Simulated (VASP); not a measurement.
# VASP 6.6.1 run: InP

INCAR

```
PREC = Accurate
NSW = 0
LCHARG = .FALSE.
ENCUT = 520
LASPH = .TRUE.
ISIF = 2
NELM = 120
NBANDS = 21
SIGMA = 0.02
METAGGA = MBJ
LWAVE = .FALSE.
EDIFF = 1E-7
IBRION = -1
ISMEAR = -1
LREAL = .FALSE.
```

KPOINTS

```
KPOINTS created by Atomic Simulation Environment
0
Gamma
8 8 8
0 0 0
```

POSCAR

```
In P
 1.0000000000000000
     0.0000000000000000    2.9537876347999998    3.0424012639000000
     2.9537876347999998    0.0000000000000000    3.0424012639000000
     2.9537876347999998    2.9537876347999998    0.0000000000000000
 In  P
   1   1
Cartesian
  0.0000000000000000  0.0000000000000000  0.0000000000000000
  1.4768938173999999  1.4768938173999999  1.5212006319500000
```

The recommended PBE PAW datasets give the neutral cell 18 valence electrons.

Command

```
mpirun -np 1 vasp_std
```

OSZICAR

```
N       E                     dE             d eps       ncg     rms          rms(c)
DAV:   1     0.444137897096E+03    0.44414E+03   -0.76227E+03  2511   0.917E+02
DAV:   2     0.317936560188E+03   -0.12620E+03   -0.11719E+03  2596   0.267E+02
DAV:   3     0.307083143074E+03   -0.10853E+02   -0.10713E+02  3002   0.720E+01
DAV:   4     0.306755068957E+03   -0.32807E+00   -0.32764E+00  3044   0.120E+01
DAV:   5     0.306736590875E+03   -0.18478E-01   -0.18474E-01  4074   0.262E+00    0.994E+00
DAV:   6     0.307570674719E+03    0.83408E+00   -0.49232E+00  3282   0.413E+01    0.362E+00
DAV:   7     0.307908686198E+03    0.33801E+00   -0.72276E-01  3486   0.770E+00    0.284E+00
DAV:   8     0.308009412759E+03    0.10073E+00   -0.17540E-01  2969   0.300E+00    0.173E+00
DAV:   9     0.308343774629E+03    0.33436E+00   -0.49702E-02  2956   0.108E+00    0.462E-01
DAV:  10     0.308416678380E+03    0.72904E-01   -0.27610E-02  3225   0.147E+00    0.640E-01
...
DAV:  36     0.308605378034E+03    0.15785E-03   -0.20655E-08  2011   0.788E-04    0.605E-04
DAV:  37     0.308605479882E+03    0.10185E-03   -0.78862E-09  1869   0.564E-04    0.480E-04
DAV:  38     0.308605591492E+03    0.11161E-03   -0.73238E-09  1819   0.478E-04    0.111E-04
DAV:  39     0.308605591084E+03   -0.40879E-06   -0.27522E-09  1814   0.343E-04    0.290E-04
DAV:  40     0.308605593141E+03    0.20570E-05   -0.62273E-10  1739   0.191E-04    0.278E-04
DAV:  41     0.308605600390E+03    0.72491E-05   -0.21925E-10  1694   0.962E-05    0.277E-04
DAV:  42     0.308605587985E+03   -0.12405E-04   -0.12904E-10  1654   0.643E-05    0.339E-04
DAV:  43     0.308605587118E+03   -0.86720E-06   -0.79035E-11  1629   0.504E-05    0.327E-04
DAV:  44     0.308605587098E+03   -0.19900E-07   -0.17886E-11  1599   0.281E-05
   1 F= 0.30860559E+03 E0= 0.30860559E+03  d E =-.239985E-11
```

It converged. Results: gap between bands v and c on the k mesh 1.31 eV; least direct gap on the k mesh 1.31 eV. Band v is the last that the valence electrons fill when counted band by band, and c is the next.

The MBJ potential has no energy functional, so only its levels carry meaning.

For comparison, a separate PBE run of the intended cell, on usual settings and not on those above, gives a gap of 0.37 eV on its mesh and a pressure of -0.3 GPa.

The run above took about 2.8 min on one core of a shared host (Intel Xeon Platinum 8488C) and held 0.22 GiB at most.
